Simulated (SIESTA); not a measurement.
# A self-consistent single point of ZnTe (R3m, 2 atoms in the cell) with SIESTA

Computed with GGA PBE, numerical atomic orbitals DZP, PseudoDojo PBE standard norm-conserving potentials (rewritten from UPF to PSML) in SIESTA.

This input was run:

```
# files in the folder: Zn.psml Te.psml (PseudoDojo PBE standard)
SystemName  ZnTe
SystemLabel siesta

NumberOfAtoms                2
NumberOfSpecies              2
%block ChemicalSpeciesLabel
  1 30 Zn
  2 52 Te
%endblock ChemicalSpeciesLabel
LatticeConstant              4.300411 Ang
%block LatticeVectors
     0.000000000    0.707106832    0.707106832
     0.707106832    0.000000000    0.707106832
     0.707106832    0.707106832    0.000000000
%endblock LatticeVectors
AtomicCoordinatesFormat      Ang
%block AtomicCoordinatesAndAtomicSpecies
     0.028869830    0.028869830    0.028869830  1
     1.520425000    1.520425000    1.520425000  2
%endblock AtomicCoordinatesAndAtomicSpecies

XC.functional                GGA
XC.authors                   PBE
PAO.BasisSize                DZP
PAO.EnergyShift              0.005 Ry
MeshCutoff                   400 Ry
%block kgrid.MonkhorstPack
    6   0   0  0.0
    0   6   0  0.0
    0   0   6  0.0
%endblock kgrid.MonkhorstPack
OccupationFunction           FD
ElectronicTemperature        0.05 eV

MaxSCFIterations             150
SCF.Mixer.Method             Broyden
SCF.Mixer.Weight             0.1
SCF.Mixer.History            8
SCF.DM.Tolerance             1.0E-04
Diag.ParallelOverK           true
WriteForces                  true
Charge.Mulliken              end
```

Output (repeated stretches shortened):

```
reinit: Reading from file input.fdf

reinit: System Name: ZnTe
reinit: System Label: siesta

coor:   Atomic-coordinates input format  =     Cartesian coordinates
coor:                                          (in Angstroms)

siesta: Atomic coordinates (Bohr) and species
siesta:      0.05456   0.05456   0.05456  1        1
siesta:      2.87319   2.87319   2.87319  2        2

siesta: System type = bulk

initatomlists: Number of atoms, orbitals, and projectors:      2    37    51

siesta: ******************** Simulation parameters ****************************
redata: Spin configuration                          = none
redata: Time-Reversal Symmetry                      = T
redata: Number of Atomic Species                    =        2
redata: Mesh Cutoff                                 =   400.0000 Ry
redata: Net charge of the system                    =     0.0000 |e|
redata: Min. number of SCF Iter                     =        0
redata: Max. number of SCF Iter                     =      150
redata: SCF convergence failure will abort job
redata: SCF mix quantity                            = Hamiltonian
redata: Mix DM or H after convergence               =   F
redata: Recompute H after scf cycle                 =   F
redata: Mix DM in first SCF step                    =   T
redata: No kicks to SCF
redata: DM Mixing Weight for Kicks                  =     0.5000
redata: Require Harris convergence for SCF          =   F
redata: Harris energy tolerance for SCF             =     0.000100 eV
redata: Require DM convergence for SCF              =   T
redata: DM tolerance for SCF                        =     0.000100
redata: Require EDM convergence for SCF             =   F
redata: EDM tolerance for SCF                       =     0.001000 eV
redata: Require H convergence for SCF               =   T
redata: Hamiltonian tolerance for SCF               =     0.001000 eV
   [... lines left out ...]
diag: Parallel distribution                         =     1 x     1
diag: Used triangular part                          = Lower
diag: Absolute tolerance                            =  0.100E-15
diag: Orthogonalization factor                      =  0.100E-05
diag: Memory factor                                 =  1.0000

superc: Internal auxiliary supercell:     5 x     5 x     5  =     125
superc: Number of atoms, orbitals, and projectors:    250   4625   6375

                        Single-point calculation

superc: Internal auxiliary supercell:     5 x     5 x     5  =     125
superc: Number of atoms, orbitals, and projectors:    250   4625   6375

outcell: Unit cell vectors (Ang):
        0.000000    3.040850    3.040850
        3.040850    0.000000    3.040850
        3.040850    3.040850    0.000000

outcell: Cell vector modules (Ang)   :    4.300411    4.300411    4.300411
outcell: Cell angles (23,13,12) (deg):     60.0000     60.0000     60.0000
outcell: Cell volume (Ang**3)        :     56.2361
new_DM -- step:     1
Initializing Density Matrix...

Attempting to read DM from file... Failed...
DM filled with atomic data:

InitMesh: MESH = 48 x 48 x 48 = 110592
InitMesh: Mesh cutoff (required, used) =   400.000   516.483 Ry

stepf: Fermi-Dirac step function
        iscf     Eharris(eV)        E_KS(eV)     FreeEng(eV)     dDmax    Ef(eV) dHmax(eV)
   scf:    1    -8493.092349    -8523.249745    -8523.249810  1.249986 -0.982414 32.346859
   scf:    2    -8541.489125    -8533.288874    -8533.288874  0.211520 -1.749553 19.674206
   scf:    3    -8540.769138    -8537.756067    -8537.756067  0.363859 -2.300611  6.272121
   scf:    4    -8538.207500    -8537.995243    -8537.995243  0.060132 -2.370135  4.256638
   scf:    5    -8537.885518    -8537.941377    -8537.941377  0.018266 -2.368037  4.792109
   scf:    6    -8538.122470    -8538.034784    -8538.034784  0.023814 -2.437566  3.817638
   [... 2 lines left out ...]
   scf:    9    -8538.193173    -8538.192778    -8538.192778  0.002638 -2.685928  0.241474
   scf:   10    -8538.193677    -8538.193354    -8538.193354  0.007135 -2.695878  0.024848
   scf:   11    -8538.193364    -8538.193361    -8538.193361  0.001208 -2.696890  0.002798
   scf:   12    -8538.193361    -8538.193361    -8538.193361  0.000044 -2.696915  0.001125
   scf:   13    -8538.193361    -8538.193361    -8538.193361  0.000046 -2.696936  0.000995
SCF Convergence by DM+H criterion
max |DM_out - DM_in|         :     0.0000461484
max |H_out - H_in|      (eV) :     0.0009951313
SCF cycle converged after 13 iterations

Using DM_out to compute the final energy and forces

siesta: E_KS(eV) =            -8538.1934

siesta: E_KS - E_eggbox =     -8538.1934

siesta: Atomic forces (eV/Ang):
     1   -0.188393   -0.188393   -0.188393
     2    0.188650    0.188650    0.188650
   Tot    0.000257    0.000257    0.000257
   Max    0.188650
   Res    0.188522    sqrt( Sum f_i^2 / 3N )
   Max    0.188650    constrained

Stress tensor Voigt[x,y,z,yz,xz,xy] (kbar):      -25.69      -25.69      -25.69       -6.28       -6.28       -6.28
(Free)E + p*V (eV/cell)    -8537.2915
Target enthalpy (eV/cell)    -8538.1934

siesta: Program's energy decomposition (eV):
siesta: Ebs     =     -1334.395468
siesta: Eions   =      9609.041544
siesta: Ena     =       361.685980
siesta: Ekin    =      4062.108334
siesta: Enl     =     -2108.967187
siesta: Eso     =         0.000000
siesta: Edftu   =         0.000000
siesta: DEna    =        32.757074
siesta: DUscf   =         3.215020
siesta: DUext   =         0.000000
siesta: Ex      =     -1210.280252
siesta: Ec      =       -69.670786
siesta: Exc     =     -1279.951038
siesta: Eharris =     -8538.193361
siesta: Etot    =     -8538.193361
siesta: FreeEng =     -8538.193361

siesta: Atomic forces (eV/Ang):
siesta:      1   -0.188393   -0.188393   -0.188393
siesta:      2    0.188650    0.188650    0.188650
siesta: ----------------------------------------
siesta:    Tot    0.000257    0.000257    0.000257

siesta: Stress tensor (static) (eV/Ang**3):
siesta:    -0.016036   -0.003922   -0.003922
siesta:    -0.003922   -0.016036   -0.003922
siesta:    -0.003922   -0.003922   -0.016036

siesta: Cell volume =         56.236073 Ang**3

siesta: Pressure (static):
siesta:                Solid            Molecule  Units
siesta:           0.00017466          0.00012020  Ry/Bohr**3
siesta:           0.01603630          0.01103612  eV/Ang**3
siesta:          25.69298931         17.68181147  kBar

mulliken: Atomic and Orbital Populations:

Species: Zn
Atom  Qatom  Qorb
               3s      4s      4s      3py     3pz     3px     4py     4pz
               4px     3dxy    3dyz    3dz2    3dxz    3dx2-y2 3dxy    3dyz
               3dz2    3dxz    3dx2-y2
   1 19.552   1.994   0.664  -0.153   2.006   2.006   2.006   0.370   0.370
              0.370   1.921   1.921   1.918   1.921   1.918   0.064   0.064

              0.062   0.064   0.062

Species: Te
Atom  Qatom  Qorb
               5s      5s      5py     5pz     5px     5py     5pz     5px
               4dxy    4dyz    4dz2    4dxz    4dx2-y2 5dxy    5dyz    5dz2
               5dxz    5dx2-y2
   2 16.448   1.605   0.116   1.449   1.449   1.449   0.010   0.010   0.010
              2.001   2.001   2.001   2.001   2.001   0.095   0.095   0.028

              0.095   0.028

mulliken: Qtot =       36.000

Mulliken Atomic Populations:
Atom #   charge [q] valence [e]  Species
     1     0.447917   19.552083  Zn
     2    -0.447917   16.447917  Te
 Total     0.000000
```

The run converged in 13 iterations.

The starting cell has typed, rounded lattice constants, without a prior relaxation at this level. Its lattice was rescaled by up to half a per cent. One atom was moved a little off its site on purpose. Values carry the incompleteness of an atom-centred basis.
